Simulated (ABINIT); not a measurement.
# A GW run on SiC (P6_3mc) in ABINIT, with inputs changed

Aim: change inputs of a GW run on SiC (P6_3mc) and see what moves.

Program: ABINIT 10.8.3. Level of theory: PBE and many-body steps on it, plane waves. Results are calculated unless marked as measured.

Most raw output is cut from this account.

### 1. Set-up

The structure is hexagonal, space group P6_3mc (No. 186). Conventional cell: a = 3.074 Å, b = 3.074 Å, c = 5.045 Å, α = 90.00°, β = 90.00°, γ = 120.00°. Nearest to Si lie 4 C at 1.88 to 1.90 Å. C has 4 Si at 1.88 to 1.90 Å nearest. Farther neighbours are not listed.

Coordinates:

```cif
data_structure
_symmetry_space_group_name_H-M 'P 1'
_symmetry_Int_Tables_number 1
_cell_length_a 3.0735
_cell_length_b 3.0735
_cell_length_c 5.0452
_cell_angle_alpha 90.000
_cell_angle_beta 90.000
_cell_angle_gamma 120.000
_cell_volume 41.27
loop_
_atom_site_label
_atom_site_type_symbol
_atom_site_fract_x
_atom_site_fract_y
_atom_site_fract_z
_atom_site_occupancy
Si1 Si 0.33333 0.66667 0.49960 1
Si2 Si 0.66667 0.33333 0.99960 1
C3 C 0.33333 0.66667 0.87540 1
C4 C 0.66667 0.33333 0.37540 1
```

The cell and positions are those that the Materials Project relaxed with its own functionals (PBE, PBE+U or r2SCAN), kept fixed.

### 2. Screening, 6×6×4 mesh, 180 bands, screening to 228.6 eV

This step: ABINIT 10.8.3; RPA screening on PBE, plane waves, norm-conserving pseudopotentials.

The RPA dielectric matrix is built and inverted for each q.

run.abi reads:

```
acell 3*1.0 Angstrom
rprim 
  3.073513928196 0.000000000001 0.000000000000
  -1.536756964099 2.661741140703 0.000000000000
  0.000000000000 0.000000000000 5.045247710000
ntypat 2
znucl 14 6
natom 4
typat 1 1 2 2
xred 
  0.333333333333 0.666666666667 0.499602400000
  0.666666666667 0.333333333333 0.999602400000
  0.333333333333 0.666666666667 0.875397600000
  0.666666666667 0.333333333333 0.375397600000
pp_dirpath "pseudos"
pseudos "Si.upf, C.upf"
ecut 37
ngkpt 6 6 4
nshiftk 1
shiftk 0 0 0
kptopt 1
chksymbreak 0
istwfk *1
occopt 1
irdwfk 1
optdriver 3
nband 180
ecuteps 8.4
inclvkb 2
awtr 1
symchi 1
indata_prefix "in"
outdata_prefix "out"
tmpdata_prefix "tmp"
```

Command:

```bash
OMP_NUM_THREADS=1 mpirun -n 8 abinit run.abi > log
```

Run time: 5 min. Hardware: 8 MPI ranks of Arm Neoverse N1, shared host; peak memory 2.8 GiB; 40 min of CPU time.

Numbers from this step:

* ε∞ with local fields, on this mesh, along the program's q direction: 6.855
* the same without local fields: 7.508
* plasma frequency: 23.12 eV
* plane waves in the screening matrix: 313

Local fields lower ε∞ by 9 %.

### 3. Base

The self-energy is evaluated for the states that the input lists, and the levels follow from it, in one-shot runs by the linearised quasiparticle equation.

This step: G0W0 on PBE, plane waves, norm-conserving pseudopotentials.

run.abi, as its differences from that of step 2:

```diff
@@ -25,8 +25,19 @@
 irdwfk 1
-optdriver 3
+optdriver 4
 nband 180
+gwcalctyp 0
+ecutsigx 37
+symsigma 1
+nkptgw 3
+kptgw 
+  0.0000000000 0.0000000000 0.0000000000
+  0.3333333333 0.3333333333 0.0000000000
+  0.5000000000 0.0000000000 0.0000000000
+bdgw 
+  7 10
+  6 10
+  7 10
 ecuteps 8.4
-inclvkb 2
-awtr 1
-symchi 1
+irdscr 1
+ppmodel 1
 indata_prefix "in"
```

Run time: 76 s. Hardware: 8 MPI ranks; peak memory 3.1 GiB.

Numbers from this step:

```
G0W0 gap on the points computed              : 2.981 eV
starting gap on the mesh                     : 2.275 eV
k of the valence top                         : 0, 0, 0
k of the conduction bottom                   : 0.3333, 0.3333, 0
Z at the valence top                         : 0.792
Z at the conduction bottom                   : 0.824
least direct G0W0 gap on the computed points : 4.902 eV
```

The gap on the mesh goes from 2.28 eV to 2.98 eV, a correction of +0.71 eV.

### 4. Coulomb singularity

run.abi, as its differences from that of step 3:

```diff
@@ -42,2 +42,3 @@
 ppmodel 1
+gw_icutcoul 0
 indata_prefix "in"
```

It took 76 s on 8 MPI ranks; peak memory 3.1 GiB; 10 min of CPU time.

Numbers from this step:

* G0W0 gap on the points computed: 2.875 eV
* starting gap on the mesh: 2.275 eV
* k of the valence top: 0, 0, 0
* k of the conduction bottom: 0.3333, 0.3333, 0
* Z at the valence top: 0.796
* Z at the conduction bottom: 0.824
* least direct G0W0 gap on the computed points: 4.826 eV

Against G0W0 in ABINIT (6×6×4 mesh, 180 bands, screening to 228.6 eV, Godby-Needs plasmon pole), the gap moves by −0.106 eV.

### 5. The runs together

Times are wall times on 8 MPI ranks of Arm Neoverse N1, shared host, good to a factor of about two. A run's time includes the screening step that it read.

```
                run   mesh  bands  screening cutoff (eV)  DFT gap (eV)  gap on the mesh (eV)  direct (eV)  ε∞ used     time
               base  6×6×4    180                  228.6         2.275                 2.981        4.902     6.85  6.2 min
Coulomb singularity  6×6×4    180                  228.6         2.275                 2.875        4.826     6.85  6.2 min
```

### 6. Outcome

- base: 2.981 eV
- Coulomb singularity: 2.875 eV
- known limits: not at the basis limit

In words: Coulomb singularity: −0.106 eV against base (keys changed: gw_icutcoul). Bands and cutoff are finite, so the gap is not at the basis limit. The miss can reach some tenths of an eV and take either sign; the mesh is an error of its own. In the G0W0 runs levels were corrected at 3 k points alone, so a gap called «on the mesh» is the least over those, and an edge elsewhere would be missed.

[Paths, hosts, dates, memory and timing lines, banners, echoed tables and standing remarks are left out of the program output.]

[Logs are printed without paths, hosts, clocks, repeated set-up lines and the standing remarks that a program may print on its own settings, such as how far it seeks lower states.]

[Runs of the session that timed out or met a known fault of the program may be left out.]

[Hosts, paths, dates, database ids (printed as entryN), source tags and the programs' standing remarks are cut or masked in the printed files.]

[G0W0 gaps are taken among the corrected bands and points alone; a level outside them can change the order at an edge.]

[Where Ansatz stands beside ABINIT at settings called matched, ABINIT's density can come from a denser mesh and the files from another edition; pairs whose starting gaps differed by over 0.03 eV were left out, so agreement reads better than it is.]
